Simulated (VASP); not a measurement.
**How biaxial strain in the (001) plane changes AlN (F-43m)**

Strain engineering needs slopes: what does biaxial strain in the (001) plane do to the lattice and the band edges of AlN?

Main program and level: VASP 6.6.1; LDA; plane waves and PAW (Al, N); cell typed or built by script, in the first sound run; inputs show where later runs differ.

Most raw output is cut from this account.

### 1. The structure

It takes space group F-43m (No. 216, cubic). Conventional cell: a = 4.380 Å, b = 4.380 Å, c = 4.380 Å, α = 90.00°, β = 90.00°, γ = 90.00°. Al has 4 N at 1.90 Å nearest. Nearest to N lie 4 Al at 1.90 Å. Farther neighbours and most contacts between anions are not listed.

### 2. Relax the crystal, LDA

The series starts from the cell that this level prefers, so that zero strain is near zero stress.

This step took 2 runs in a row; the last is shown.

Level: LDA; plane waves and PAW (Al, N); cell typed or built by script.

Contents of INCAR:

```
SYSTEM = AlN
PREC = Accurate
ENCUT = 600
EDIFF = 1E-07
NELM = 120
ISMEAR = 0
SIGMA = 0.02
LREAL = .FALSE.
ALGO = Normal
GGA = CA
NBANDS = 10
LASPH = .TRUE.
LORBIT = 11
LWAVE = .FALSE.
LCHARG = .FALSE.
KPAR = 16
IBRION = 2
NSW = 40
ISIF = 3
EDIFFG = -0.005
POTIM = 0.4
```

Contents of POSCAR:

```
AlN
1.0
    0.0000000000      2.1729629977      2.1729629977
    2.1729629977      0.0000000000      2.1729629977
    2.1729629977      2.1729629977      0.0000000000
Al N
1 1
Direct
    0.0000000000      0.0000000000      0.0000000000
    0.2500000000      0.2500000000      0.2500000000
```

Contents of KPOINTS:

```
Automatic mesh
0
Gamma
12 12 12
0 0 0
```

PAW data sets: Al and N (LDA family, release 64).

Started as:

```sh
mpirun -np 16 vasp_std
```

It took 2 s on 16 MPI ranks of Intel Xeon 6975P-C (Granite Rapids), shared host; peak memory 2.4 GiB.

Numbers from this step:

| Property | Result |
| --- | --- |
| energy(sigma→0) of the program | -16.3762 eV |
| stress, compression positive | xx, yy, zz 0.01, 0.01, 0.01 GPa |
| volume | 20.520 Å³ |
| ionic steps | 1 |

### 3. Strain along the normal, LDA

One member in full: the plane is strained by 1.5 %, and the strain along the normal is moved by secant steps until the normal stress is under 0.012 GPa or five steps are spent; the atoms relax at each step.

This step took 3 runs, each at a new trial strain with the atoms of the one before; the last is shown.

Level: LDA; plane waves and PAW (Al, N); cell typed or built by script.

Edit INCAR of step 2 so:

```diff
@@ -15,7 +15,7 @@
 LCHARG = .FALSE.
-KPAR = 16
-IBRION = 2
-NSW = 40
-ISIF = 3
-EDIFFG = -0.005
-POTIM = 0.4
+KPAR = 4
+IBRION = 1
+NSW = 25
+ISIF = 2
+EDIFFG = -0.004
+POTIM = 0.3
```

Contents of POSCAR:

```
AlN
1.0
    0.0000000000      2.2055574430      2.1353641060
    2.2055574430      0.0000000000      2.1353641060
    2.2055574430      2.2055574430      0.0000000000
Al N
1 1
Direct
    0.0000000000      0.0000000000      0.0000000000
    0.2500000000      0.2500000000      0.2500000000
```

KPOINTS is that of step 2.

Started as:

```sh
mpirun -np 4 vasp_std
```

Wall time 5.6 s (4 MPI ranks); peak memory 0.6 GiB.

Read from the output:

| Quantity | Value |
| --- | --- |
| energy(sigma→0) of the program | -16.3688 eV |
| stress, compression positive | xx, yy, zz -3.94, -3.94, 0.00 GPa |
| ionic steps | 1 |

### 4. Band edges, HSE06

Short lines in KPOINTS_OPT sample the zone centre along and across the normal of the plane, for masses, and the other valleys.

Level: HSE06; plane waves and PAW (Al, N); cell typed or built by script.

Contents of INCAR:

```
SYSTEM = AlN
PREC = Accurate
ENCUT = 600
EDIFF = 1E-06
NELM = 100
ISMEAR = 0
SIGMA = 0.02
LREAL = .FALSE.
ALGO = Normal
LHFCALC = .TRUE.
AEXX = 0.25
GGA = PE
HFSCREEN = 0.2
LASPH = .TRUE.
NBANDS = 9
PRECFOCK = Fast
LWAVE = .FALSE.
LCHARG = .FALSE.
KPAR = 4
```

POSCAR is that of step 3.

Contents of KPOINTS:

```
Automatic mesh
0
Gamma
6 6 6
0 0 0
```

Contents of KPOINTS_OPT:

```
Line mode
6
Line-mode
Reciprocal
  0.00000000   0.00000000   0.00000000
  0.01699269   0.01699269   0.00000000

  0.00000000   0.00000000   0.00000000
  0.00000000  -0.01755127  -0.01755127

  0.31000000   0.31000000   0.00000000
  0.50000000   0.50000000   0.00000000

  0.00000000   0.31000000   0.31000000
  0.00000000   0.50000000   0.50000000

  0.45000000   0.45000000   0.45000000
  0.50000000   0.50000000   0.50000000

  0.45000000   0.00000000   0.00000000
  0.50000000   0.00000000   0.00000000

  0.42500000   0.42500000   0.00000000
  0.42500000   0.44255127   0.01755127

  0.50000000   0.50000000   0.50000000
  0.48758938   0.51241062   0.50000000
```

Started as:

```sh
mpirun -np 4 vasp_std
```

It took 93 s on 4 MPI ranks; peak memory 1.1 GiB; 5.8 min of CPU time.

Numbers from this step:

```
energy(sigma→0) of the program : -17.4575 eV
```

### 5. The whole series

Hybrid runs start from orbitals of a short LDA run, not shown.

Runs beyond LDA use the data sets made with LDA; this shifts their levels slightly, and their total energies have another zero.

The other members went through these steps as far as the tables show, with the same cutoff and, step by step, the same mesh; 40 runs are not shown. The session took 0.93 core hours (wall time by ranks) on a shared machine.

| in-plane strain (%) | strain along the normal (%) | in-plane stress, tension positive (GPa) | energy above the unstrained row (meV/atom) | gap on the mesh, LDA (eV) |
| --- | --- | --- | --- | --- |
| -2.000 | 2.116 | -6.216 | 7.947 | 3.099 |
| -1.500 | 1.607 | -4.554 | 4.437 | 3.133 |
| -1.000 | 1.086 | -2.966 | 1.978 | 3.168 |
| -0.500 | 0.551 | -1.450 | 0.512 | 3.200 |
| 0 | 0.000 | -0.010 | 0.000 | 3.230 |
| 0.500 | -0.563 | 1.367 | 0.389 | 3.166 |
| 1.000 | -1.137 | 2.687 | 1.642 | 3.105 |
| 1.500 | -1.730 | 3.936 | 3.715 | 3.046 |
| 2.000 | -2.340 | 5.124 | 6.569 | 2.990 |

Slopes at zero strain, from cubics through all rows: strain ratio -1.111, stress over strain 282 GPa. For a cubic crystal strained in (001) the ratio is −2C₁₂/C₁₁.

Band edges at HSE06, counted from the valence-band top at Γ, with one row partly withheld:

| in-plane strain (%) | gap (eV) | conduction band at Γ (eV) | Δ or X valley along z (eV) | Δ or X valley along x (eV) | lowest conduction level at L, [111] (eV) | lowest conduction level at L, [-111] (eV) | second valence level below the top (eV) | third valence level below the top (eV) |
| --- | --- | --- | --- | --- | --- | --- | --- | --- |
| -2.000 | 4.484 | 5.838 | 4.697 | 4.484 | 9.072 | 9.072 | 0.000 | 0.193 |
| -1.500 | 4.510 | 5.808 | ? | 4.510 | 9.077 | 9.077 | 0.000 | 0.142 |
| -1.000 | 4.537 | 5.779 | 4.642 | 4.537 | 9.072 | 9.072 | 0.000 | 0.094 |
| -0.500 | 4.564 | 5.749 | 4.616 | 4.564 | 9.057 | 9.057 | 0.000 | 0.046 |
| 0 | 4.592 | 5.721 | 4.592 | 4.592 | 9.033 | 9.033 | 0.000 | 0.000 |
| 0.500 | 4.524 | 5.647 | 4.525 | 4.576 | 8.955 | 8.955 | 0.045 | 0.045 |
| 1.000 | 4.460 | 5.575 | 4.460 | 4.561 | 8.869 | 8.869 | 0.088 | 0.088 |
| 1.500 | 4.398 | 5.506 | 4.398 | 4.548 | 8.778 | 8.778 | 0.130 | 0.130 |
| 2.000 | 4.339 | 5.438 | 4.339 | 4.538 | 8.681 | 8.681 | 0.172 | 0.172 |

Conduction masses, in electron masses:

| in-plane strain (%) | conduction mass at Γ, along the strain axis or the normal of the plane | conduction mass at Γ, across the strain axis or in the plane |
| --- | --- | --- |
| -2.000 | 0.304 | 0.304 |
| -1.500 | 0.299 | 0.297 |
| -1.000 | 0.300 | 0.300 |
| -0.500 | 0.298 | 0.296 |
| 0 | 0.298 | 0.298 |
| 0.500 | 0.294 | 0.295 |
| 1.000 | 0.292 | 0.295 |
| 1.500 | 0.288 | 0.292 |
| 2.000 | 0.288 | 0.292 |

### 6. A fit to the known rows

The quantity to fit is the splitting of the Δ or X valleys (z less x) at HSE06: 0.213, 0.105, 0.052, 0.000, -0.051, -0.101, -0.150, -0.199 eV in the rows shown.

Fitting a parabola to the 8 known rows (d: strain along the axis less the strain across it, in %) gives E = 7.09e-4 d² + 0.04887 d + 2.14e-5 in eV; the residuals are 1.0e-4 eV r.m.s.

For the withheld row, d = 3.107, the fit gives 0.1587 eV.

### 7. Prediction against calculation

The calculation gives 0.1586 eV, so the prediction is 0.0001 eV too high.

The splitting is Ξu times d, with d as a fraction, so the linear term gives Ξu = 4.9 eV.

### 8. What came out

```json
{
  "ratio of normal to in-plane strain": "-1.111",
  "biaxial modulus": "282 GPa",
  "gap of the unstrained cell, HSE06": "4.59 eV",
  "shear deformation potential Ξu of the Δ or X valleys": "4.9 eV",
  "error of the predicted row": "0.1 meV",
  "valence shear potential |b|, HSE06": "1.43 eV"
}
```

As a check, the curvature of the energy gives 282 GPa for the same modulus (energy per volume = M × strain²), 0 % from the slope of the stress. At HSE06 the lowest conduction valley is Δ or X throughout, and the gap runs between 4.34 and 4.59 eV. Without spin-orbit coupling the three valence levels split by 3|b| times the difference of the strains; the rows within 1 % give |b| = 1.43 eV. Hole masses are left out throughout, since the top bands are degenerate or cross in many series; of conduction masses, those of the Γ, L and (for Si and Ge under (001) strain) Δ valleys are kept where they change by under an eighth between rows. HSE06 ran on a coarser mesh than the semilocal levels. Spin-orbit coupling is left out at HSE06, so the valence splittings there lack it. Δ or X levels are the lowest on their line, refined by a parabola unless they lie at X; the gap is read from all points sampled and can differ from the lowest valley by some meV, or by tens of meV where strain moves the valence top off Γ. Temperature, zero-point motion and excitons are left out.

[Lines on the potential files, build, host, timing and source positions are cut from VASP's logs without a mark.]

[Logs are printed without paths, hosts, clocks, repeated set-up lines and the standing remarks that a program may print on its own settings, such as how far it seeks lower states.]

[Hosts, paths, dates, database ids (printed as entryN), source tags and the programs' standing remarks are cut or masked in the printed files.]

[In band tables of VASP the shares of atoms and orbitals are scaled to a sum of 1 inside the atoms' spheres.]
